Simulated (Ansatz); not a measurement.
## CuCl2 under changes of volume

One of the cells (29.413 Å³/atom); the others are scaled copies at fixed shape and fractional positions:

```xyz
3
Lattice="4.5206 0.0000 0.0000 0.0000 4.5206 0.0000 0.0000 0.0000 4.3177" Properties=species:S:1:pos:R:3 pbc="T T T"
Cu    0.0000    0.0000    0.0000
Cl    0.0000    2.2603    0.0000
Cl    2.2603    0.0000    0.0000
```

Measurements of this composition are mostly on another form, of space group No. 12.

```yaml
Program: Ansatz 0.2.0
Functional: LDA
Potentials_or_basis: Ansatz PAW
Cutoff: "420 eV (not typed: the program's choice for these potentials)"
k_mesh: 6 × 6 × 6
Occupations: fermi-dirac, width 0.05 eV
Spin: no spin polarisation
```

```csv
volume (Å³/atom),energy over the lowest point (meV/atom),pressure (GPa)
27.648,0.00,-1.2
28.236,6.07,-2.0
28.824,?,?
29.413,26.07,-3.3
30.001,39.38,-3.9
30.589,54.53,-4.3
31.177,71.29,-4.7
```

Q: What does the run at 28.824 Å³/atom give?

A: Energy over the lowest point 14.87 meV/atom; pressure -2.7 GPa.

Worked out: A Birch-Murnaghan fit of order 3 (a polynomial in V^(-2/3)) to the other rows has its minimum at 26.85 Å³/atom, just outside them, with B0 = V·E''(V) = 46 GPa and B' = 4.9 at fixed shape and positions, which overstates the stiffness. It gives 14.86 meV/atom at 28.824 Å³/atom, against the run's 14.87, and -dE/dV = -2.7 GPa, against -2.7.

Energies are extrapolated to zero smearing.

Caveats: an odd number of electrons without spin polarisation forces a metal; a magnetic or distorted state may lie lower; the run has no spin polarisation, though such a crystal can be magnetic; the PAW data sets come from PBE, with cores solved anew for the run's functional, which leaves a small shift of forces and pressure.
